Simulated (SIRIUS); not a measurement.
Runs of SIRIUS 7.12.0 on CuAu. The structure is tetragonal, space group P4/mmm (No. 123). The conventional cell has a = 2.811 Å, b = 2.811 Å, c = 3.685 Å, α = 90.00°, β = 90.00°, γ = 90.00°. Au (site symmetry 4/mmm) has 8 Cu at 2.71 Å and 4 Au at 2.81 Å as nearest neighbours. Cu (site symmetry 4/mmm) has 8 Au at 2.71 Å and 4 Cu at 2.81 Å as nearest neighbours. 

```csv
level,potentials or basis,cell,k mesh,mesh quality,gap on the mesh (eV),pressure (GPa)
AM05,PseudoDojo 0.4.1 PBE standard (scalar relativistic),as given,5 × 5 × 4,coarse,none,(a)
PBEsol,PseudoDojo 0.4.1 PBEsol standard (scalar relativistic),as given,9 × 9 × 7,not flagged,none,-4.3
LDA,PseudoDojo 0.4.1 PBE standard (scalar relativistic),as given,5 × 5 × 4,coarse,none,-10.2
RGE2,PseudoDojo 0.4.1 PBE standard (scalar relativistic),as given,5 × 5 × 4,coarse,none,-2.0
RPBE,PseudoDojo 0.4.1 PBE standard (scalar relativistic),as given,5 × 5 × 4,coarse,none,8.5
revPBE,PseudoDojo 0.4.1 PBE standard (scalar relativistic),as given,5 × 5 × 4,coarse,none,7.3
PBEsol,PseudoDojo 0.4.1 PBEsol standard (scalar relativistic),"atoms moved at random, drawn with an rms of 0.05 Å",9 × 9 × 7,not flagged,none,-4.1
PW86PBE,PseudoDojo 0.4.1 PBE standard (scalar relativistic),as given,5 × 5 × 4,coarse,none,(b)
```

Alike in all rows: task single point; no spin polarisation; cutoff (eV) 1254; smearing fermi-dirac 0.05 eV.

**Question.** Fill in the values left out.

**Answer.** (a) -5.2; (b) 11.5.

Caveats: some runs use coarse meshes; the potentials were made for another functional, which shifts forces and pressure (some runs).

A k mesh can miss the band edges, and the runs leave out spin-orbit coupling on Au.

A gap of «none» marks a metal or a gap under the smearing width.

The runs were made with more than one version of the program.

Runs at the PBE level aren't shown here.
